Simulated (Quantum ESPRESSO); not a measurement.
Runs of Quantum ESPRESSO 7.5 on CoO. It takes space group I4/mmm (No. 139, tetragonal). Conventional cell: a = 3.016 Å, b = 3.016 Å, c = 4.215 Å, α = 90.00°, β = 90.00°, γ = 90.00°. Around Co (site symmetry 4/mmm) lie 6 O at 2.11 to 2.13 Å. O (site symmetry 4/mmm) has 6 Co at 2.11 to 2.13 Å as nearest neighbours. 

| level | form of the LDA correlation | gap on the mesh (eV) | pressure (GPa) | moment (μB) |
| --- | --- | --- | --- | --- |
| PBEsol+U | - | none | (a) | 3.00 |
| RPBE+U | - | none | 7.1 | 3.00 |
| revPBE+U | - | none | 5.5 | 3.00 |
| PW91+U | - | none | 0.6 | 3.00 |
| LDA+U | PZ81 | none | (b) | 2.81 |

Alike in all rows: task single point; potentials or basis PseudoDojo 0.4.1 SR PBEsol standard; spin collinear, ferromagnetic start; Co d U = 2 eV; cell as given; k mesh 9 × 9 × 9; cutoff (eV) 1306; smearing gaussian 0.05 eV.

**Question.** Estimate the missing entries.

**Answer.** (a) -7.6; (b) -16.5.

Caveats: a cell with one magnetic atom can't hold antiferromagnetic order, which such compounds often take; the potentials were made for another functional, which shifts forces and pressure (some runs).

A gap of «none» marks a metal or a gap under the smearing width.

Runs at the PBE level aren't shown here.
